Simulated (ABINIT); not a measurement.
Runs of ABINIT 10.8.3 (patched build) on Pd. Symmetry: Fm-3m, No. 225, cubic system. The conventional cell has a = 3.893 Å, b = 3.893 Å, c = 3.893 Å, α = 90.00°, β = 90.00°, γ = 90.00°. Around Pd (site symmetry m-3m) lie 12 Pd at 2.75 Å. 

| task | level | potentials or basis | cell | k mesh | cutoff (eV) | smearing | cutoff smearing ecutsm (Ha) | stop of the response cycle (tolvrs) | acoustic sum rule (asr) | fine-grid cutoff | ions in elastic constants | gap on the mesh (eV) | pressure (GPa) |
| --- | --- | --- | --- | --- | --- | --- | --- | --- | --- | --- | --- | --- | --- |
| single point | PBE | PseudoDojo NC SR PBE v0.4 stringent | as given | 9 × 9 × 9 | 1007 | fermi-dirac 0.05 eV | - | - | - | - | - | none | 5.7 |
| elastic constants | LDA | JTH PAW LDA v2.0 | cell relaxed at zero pressure by an earlier run | 22 × 22 × 22 | 599 | methfessel-paxton 0.1 eV | 0.5 | 1e-08 | 1 | 1197.3 eV | relaxed | none | 0.1 |
| single point | LDA | JTH PAW LDA v2.0 | cell relaxed | 9 × 9 × 9 | 599 | fermi-dirac 0.05 eV | - | - | - | 1197.3 eV | - | none | -0.2 |
| relaxation of cell and atoms | LDA | JTH PAW LDA v2.0 | relaxed | 9 × 9 × 9 | 599 | fermi-dirac 0.05 eV | 0.5 | - | - | 1197.3 eV | - | none | 0.0 |
| optical spectrum | PBE | PseudoDojo NC SR PBE v0.4 stringent | as given | 12 × 12 × 12, with 4 shifts | 1007 | cold (ABINIT) 0.2 eV | - | - | - | - | - | - | (a) |

Alike in all rows: no spin polarisation.

Estimate the missing entries.

(a) 5.9.

Caveats: the mesh is coarse for a metal's response (some runs); the intraband (Drude) term is left out (some runs); spectra need much finer meshes, so this one isn't converged (some runs); independent-particle spectra lack excitons (some runs).

A k mesh can miss the band edges, and the runs leave out spin-orbit coupling on Pd.

A gap of «none» marks a metal or a gap under the smearing width.
